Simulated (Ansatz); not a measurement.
All numbers below come from DFT PBE, scalar-relativistic, plane waves, PAW (Ansatz 0.2.0). All cells share a 420 eV cutoff and Γ-centred k meshes spaced at most about 0.3 Å⁻¹ (about 0.25 or finer for metals, 2π included). No spin polarisation.

Each guess is relaxed in cell and atoms at zero pressure, on a coarse mesh first where it starts far from rest and then on a converged one. The steps can't lower the symmetry of the start, but it can rise. Energies are static (0 K, no zero-point motion).

This guess for PbO₂ isn't its lowest structure:

```cif
data_structure
_symmetry_space_group_name_H-M 'I4_1/amd:1'
_symmetry_Int_Tables_number 141
_cell_length_a 4.0698
_cell_length_b 4.0698
_cell_length_c 11.4065
_cell_angle_alpha 90.000
_cell_angle_beta 90.000
_cell_angle_gamma 90.000
_cell_volume 188.93
loop_
_atom_site_label
_atom_site_type_symbol
_atom_site_symmetry_multiplicity
_atom_site_Wyckoff_symbol
_atom_site_fract_x
_atom_site_fract_y
_atom_site_fract_z
_atom_site_occupancy
Pb1 Pb 4 a 0.00000 0.00000 0.00000 1
O1 O 8 e 0.50000 0.50000 0.30262 1
```

Q: What does it relax into?

A: I4_1/amd at 15.7 Å³/atom → I4_1/amd (anatase type) at 16.8 Å³/atom. Conventional cell: a = 4.297 Å, c = 10.923 Å. Pb has 6 O at 2.19–2.21 Å; O is surrounded by 3 Pb at 2.19–2.21 Å.

```cif
data_structure
_symmetry_space_group_name_H-M 'I4_1/amd:1'
_symmetry_Int_Tables_number 141
_cell_length_a 4.2970
_cell_length_b 4.2970
_cell_length_c 10.9234
_cell_angle_alpha 90.000
_cell_angle_beta 90.000
_cell_angle_gamma 90.000
_cell_volume 201.69
loop_
_atom_site_label
_atom_site_type_symbol
_atom_site_symmetry_multiplicity
_atom_site_Wyckoff_symbol
_atom_site_fract_x
_atom_site_fract_y
_atom_site_fract_z
_atom_site_occupancy
Pb1 Pb 4 a 0.00000 0.00000 0.00000 1
O1 O 8 e 0.50000 0.50000 0.29906 1
```

Q: How far does this end lie above the lowest form of PbO₂ relaxed in the same way, and what is that form?

A: It lies 48 meV/atom above the lowest of the 7 forms computed, a structure that the Crystallography Open Database (COD) lists, of the rutile type. Space group P4_2/mnm (No. 136), tetragonal, a = 5.082 Å, c = 3.443 Å. Around Pb lie 6 O at 2.21 Å; O has 3 Pb at 2.21 Å. That form has 14.8 Å³/atom and no gap on its mesh, nor has the guess's end. Counting O atoms around Pb (those within 1.25 times the shortest such distance or 1.15 times the sum of covalent radii), the guess's end and the lowest form both have Pb 6.

Spin–orbit coupling, which can matter for Pb, is left out. The zero gap of P4_2/mnm, I4_1/amd may come from the functional, which often closes small gaps. Some types were kept out of the candidates beforehand, so the set may lack a known form.
